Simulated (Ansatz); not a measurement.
# 135-atom supercell of perovskite BaHfO3

Wanted: energy, pressure and frontier levels of the defect-free cell (PBEsol, HSE06 and r²SCAN).

Program: Ansatz 0.2.0, PAW, plane waves. These are calculated values, not measurements.

## Step 1: The starting cell

135 atoms (27 Ba, 27 Hf, 81 O); a = 12.473 Å, b = 12.473 Å, c = 12.473 Å, α = 90.00°, β = 90.00°, γ = 90.00°.

Plan of the steps: (2) PBEsol single point at the Γ point alone, on 1 × NVIDIA GB300 with 8 threads of Arm Neoverse-V2; (3) HSE06 single point at the Γ point alone, on 1 × NVIDIA GB300 with 8 threads of Arm Neoverse-V2; (4) r²SCAN single point at the Γ point alone, on 1 × NVIDIA GB300 with 8 threads of Arm Neoverse-V2.

## Step 2: PBEsol on the given atoms

Contents of in.yaml:

```yaml
crystal:
  lattice:
    - [12.472781, 0.000000, 0.000000]
    - [0.000000, 12.472781, 0.000000]
    - [0.000000, 0.000000, 12.472781]
  atoms:
    - { symbol: Ba, position: [0.000000, 0.000000, 0.000000] }
    - { symbol: Ba, position: [0.000000, 0.000000, 0.333333] }
    - { symbol: Ba, position: [0.000000, 0.000000, 0.666667] }
    - { symbol: Ba, position: [0.000000, 0.333333, 0.000000] }
    - { symbol: Ba, position: [0.000000, 0.333333, 0.333333] }
    - { symbol: Ba, position: [0.000000, 0.333333, 0.666667] }
    - { symbol: Ba, position: [0.000000, 0.666667, 0.000000] }
    - { symbol: Ba, position: [0.000000, 0.666667, 0.333333] }
    - { symbol: Ba, position: [0.000000, 0.666667, 0.666667] }
    - { symbol: Ba, position: [0.333333, 0.000000, 0.000000] }
    - { symbol: Ba, position: [0.333333, 0.000000, 0.333333] }
    - { symbol: Ba, position: [0.333333, 0.000000, 0.666667] }
    - { symbol: Ba, position: [0.333333, 0.333333, 0.000000] }
    - { symbol: Ba, position: [0.333333, 0.333333, 0.333333] }
    - { symbol: Ba, position: [0.333333, 0.333333, 0.666667] }
    - { symbol: Ba, position: [0.333333, 0.666667, 0.000000] }
    - { symbol: Ba, position: [0.333333, 0.666667, 0.333333] }
    - { symbol: Ba, position: [0.333333, 0.666667, 0.666667] }
    - { symbol: Ba, position: [0.666667, 0.000000, 0.000000] }
    - { symbol: Ba, position: [0.666667, 0.000000, 0.333333] }
    - { symbol: Ba, position: [0.666667, 0.000000, 0.666667] }
    - { symbol: Ba, position: [0.666667, 0.333333, 0.000000] }
    - { symbol: Ba, position: [0.666667, 0.333333, 0.333333] }
    - { symbol: Ba, position: [0.666667, 0.333333, 0.666667] }
    - { symbol: Ba, position: [0.666667, 0.666667, 0.000000] }
    - { symbol: Ba, position: [0.666667, 0.666667, 0.333333] }
    - { symbol: Ba, position: [0.666667, 0.666667, 0.666667] }
    - { symbol: Hf, position: [0.166667, 0.166667, 0.166667] }
    - { symbol: Hf, position: [0.166667, 0.166667, 0.500000] }
    - { symbol: Hf, position: [0.166667, 0.166667, 0.833333] }
    - { symbol: Hf, position: [0.166667, 0.500000, 0.166667] }
    - { symbol: Hf, position: [0.166667, 0.500000, 0.500000] }
    - { symbol: Hf, position: [0.166667, 0.500000, 0.833333] }
    - { symbol: Hf, position: [0.166667, 0.833333, 0.166667] }
    - { symbol: Hf, position: [0.166667, 0.833333, 0.500000] }
    - { symbol: Hf, position: [0.166667, 0.833333, 0.833333] }
    - { symbol: Hf, position: [0.500000, 0.166667, 0.166667] }
    - { symbol: Hf, position: [0.500000, 0.166667, 0.500000] }
    - { symbol: Hf, position: [0.500000, 0.166667, 0.833333] }
    - { symbol: Hf, position: [0.500000, 0.500000, 0.166667] }
    - { symbol: Hf, position: [0.500000, 0.500000, 0.500000] }
    - { symbol: Hf, position: [0.500000, 0.500000, 0.833333] }
    - { symbol: Hf, position: [0.500000, 0.833333, 0.166667] }
    - { symbol: Hf, position: [0.500000, 0.833333, 0.500000] }
    - { symbol: Hf, position: [0.500000, 0.833333, 0.833333] }
    - { symbol: Hf, position: [0.833333, 0.166667, 0.166667] }
    - { symbol: Hf, position: [0.833333, 0.166667, 0.500000] }
    - { symbol: Hf, position: [0.833333, 0.166667, 0.833333] }
    - { symbol: Hf, position: [0.833333, 0.500000, 0.166667] }
    - { symbol: Hf, position: [0.833333, 0.500000, 0.500000] }
    - { symbol: Hf, position: [0.833333, 0.500000, 0.833333] }
    - { symbol: Hf, position: [0.833333, 0.833333, 0.166667] }
    - { symbol: Hf, position: [0.833333, 0.833333, 0.500000] }
    - { symbol: Hf, position: [0.833333, 0.833333, 0.833333] }
    - { symbol: O, position: [0.166667, 0.166667, 0.000000] }
    - { symbol: O, position: [0.166667, 0.166667, 0.333333] }
    - { symbol: O, position: [0.166667, 0.166667, 0.666667] }
    - { symbol: O, position: [0.166667, 0.500000, 0.000000] }
    - { symbol: O, position: [0.166667, 0.500000, 0.333333] }
    - { symbol: O, position: [0.166667, 0.500000, 0.666667] }
    - { symbol: O, position: [0.166667, 0.833333, 0.000000] }
    - { symbol: O, position: [0.166667, 0.833333, 0.333333] }
    - { symbol: O, position: [0.166667, 0.833333, 0.666667] }
    - { symbol: O, position: [0.500000, 0.166667, 0.000000] }
    - { symbol: O, position: [0.500000, 0.166667, 0.333333] }
    - { symbol: O, position: [0.500000, 0.166667, 0.666667] }
    - { symbol: O, position: [0.500000, 0.500000, 0.000000] }
    - { symbol: O, position: [0.500000, 0.500000, 0.333333] }
    - { symbol: O, position: [0.500000, 0.500000, 0.666667] }
    - { symbol: O, position: [0.500000, 0.833333, 0.000000] }
    - { symbol: O, position: [0.500000, 0.833333, 0.333333] }
    - { symbol: O, position: [0.500000, 0.833333, 0.666667] }
    - { symbol: O, position: [0.833333, 0.166667, 0.000000] }
    - { symbol: O, position: [0.833333, 0.166667, 0.333333] }
    - { symbol: O, position: [0.833333, 0.166667, 0.666667] }
    - { symbol: O, position: [0.833333, 0.500000, 0.000000] }
    - { symbol: O, position: [0.833333, 0.500000, 0.333333] }
    - { symbol: O, position: [0.833333, 0.500000, 0.666667] }
    - { symbol: O, position: [0.833333, 0.833333, 0.000000] }
    - { symbol: O, position: [0.833333, 0.833333, 0.333333] }
    - { symbol: O, position: [0.833333, 0.833333, 0.666667] }
    - { symbol: O, position: [0.000000, 0.166667, 0.166667] }
    - { symbol: O, position: [0.000000, 0.166667, 0.500000] }
    - { symbol: O, position: [0.000000, 0.166667, 0.833333] }
    - { symbol: O, position: [0.000000, 0.500000, 0.166667] }
    - { symbol: O, position: [0.000000, 0.500000, 0.500000] }
    - { symbol: O, position: [0.000000, 0.500000, 0.833333] }
    - { symbol: O, position: [0.000000, 0.833333, 0.166667] }
    - { symbol: O, position: [0.000000, 0.833333, 0.500000] }
    - { symbol: O, position: [0.000000, 0.833333, 0.833333] }
    - { symbol: O, position: [0.333333, 0.166667, 0.166667] }
    - { symbol: O, position: [0.333333, 0.166667, 0.500000] }
    - { symbol: O, position: [0.333333, 0.166667, 0.833333] }
    - { symbol: O, position: [0.333333, 0.500000, 0.166667] }
    - { symbol: O, position: [0.333333, 0.500000, 0.500000] }
    - { symbol: O, position: [0.333333, 0.500000, 0.833333] }
    - { symbol: O, position: [0.333333, 0.833333, 0.166667] }
    - { symbol: O, position: [0.333333, 0.833333, 0.500000] }
    - { symbol: O, position: [0.333333, 0.833333, 0.833333] }
    - { symbol: O, position: [0.666667, 0.166667, 0.166667] }
    - { symbol: O, position: [0.666667, 0.166667, 0.500000] }
    - { symbol: O, position: [0.666667, 0.166667, 0.833333] }
    - { symbol: O, position: [0.666667, 0.500000, 0.166667] }
    - { symbol: O, position: [0.666667, 0.500000, 0.500000] }
    - { symbol: O, position: [0.666667, 0.500000, 0.833333] }
    - { symbol: O, position: [0.666667, 0.833333, 0.166667] }
    - { symbol: O, position: [0.666667, 0.833333, 0.500000] }
    - { symbol: O, position: [0.666667, 0.833333, 0.833333] }
    - { symbol: O, position: [0.166667, 0.000000, 0.166667] }
    - { symbol: O, position: [0.166667, 0.000000, 0.500000] }
    - { symbol: O, position: [0.166667, 0.000000, 0.833333] }
    - { symbol: O, position: [0.166667, 0.333333, 0.166667] }
    - { symbol: O, position: [0.166667, 0.333333, 0.500000] }
    - { symbol: O, position: [0.166667, 0.333333, 0.833333] }
    - { symbol: O, position: [0.166667, 0.666667, 0.166667] }
    - { symbol: O, position: [0.166667, 0.666667, 0.500000] }
    - { symbol: O, position: [0.166667, 0.666667, 0.833333] }
    - { symbol: O, position: [0.500000, 0.000000, 0.166667] }
    - { symbol: O, position: [0.500000, 0.000000, 0.500000] }
    - { symbol: O, position: [0.500000, 0.000000, 0.833333] }
    - { symbol: O, position: [0.500000, 0.333333, 0.166667] }
    - { symbol: O, position: [0.500000, 0.333333, 0.500000] }
    - { symbol: O, position: [0.500000, 0.333333, 0.833333] }
    - { symbol: O, position: [0.500000, 0.666667, 0.166667] }
    - { symbol: O, position: [0.500000, 0.666667, 0.500000] }
    - { symbol: O, position: [0.500000, 0.666667, 0.833333] }
    - { symbol: O, position: [0.833333, 0.000000, 0.166667] }
    - { symbol: O, position: [0.833333, 0.000000, 0.500000] }
    - { symbol: O, position: [0.833333, 0.000000, 0.833333] }
    - { symbol: O, position: [0.833333, 0.333333, 0.166667] }
    - { symbol: O, position: [0.833333, 0.333333, 0.500000] }
    - { symbol: O, position: [0.833333, 0.333333, 0.833333] }
    - { symbol: O, position: [0.833333, 0.666667, 0.166667] }
    - { symbol: O, position: [0.833333, 0.666667, 0.500000] }
    - { symbol: O, position: [0.833333, 0.666667, 0.833333] }
kpoints:
  mp_grid: { grid: [1, 1, 1] }
hamiltonian:
  xc: pbesol
scf:
  occupations: { method: fermi_dirac, width: 0.01 }
output:
  forces: true
  eigenvalues: true
  stress: true
  populations: true
  eigenstates: { kpoints: [[0, 0, 0]], e_range: [-6.0, 6.0], localisation: true }
```

## Step 3: Single point with HSE06

Changes to in.yaml since step 2:

```diff
@@ -144,3 +144,3 @@
 hamiltonian:
-  xc: pbesol
+  xc: hse06
 scf:
@@ -150,3 +150,2 @@
   eigenvalues: true
-  stress: true
   populations: true
```

## Step 4: Single point with r²SCAN

Changes to in.yaml since step 3:

```diff
@@ -144,3 +144,3 @@
 hamiltonian:
-  xc: hse06
+  xc: r2scan
 scf:
```

Before running it: what results should come out? Wanted: for each run, top filled to lowest empty; energy; pressure.

**Answer**, as computed:

| level | time | top filled to lowest empty (eV) | energy (eV/atom) | pressure (GPa) |
| --- | --- | --- | --- | --- |
| PBEsol | 8 s (GPU) | 3.64 | -4630.5090 | 0.21 |
| HSE06 | 3.9 min (GPU) | 5.34 | -4677.4346 | - |
| r²SCAN | 11 s (GPU) | 4.30 | -4682.7336 | - |

At the same k points, PBEsol gives a spacing 1.71 eV smaller and r²SCAN gives a spacing 1.04 eV smaller than the 5.34 eV of HSE06. The HSE06 single point took about 29 times as long as the PBEsol one on the same kind of device. With one k point the spacing samples only the states that fold onto it, so it can exceed the gap over the zone.
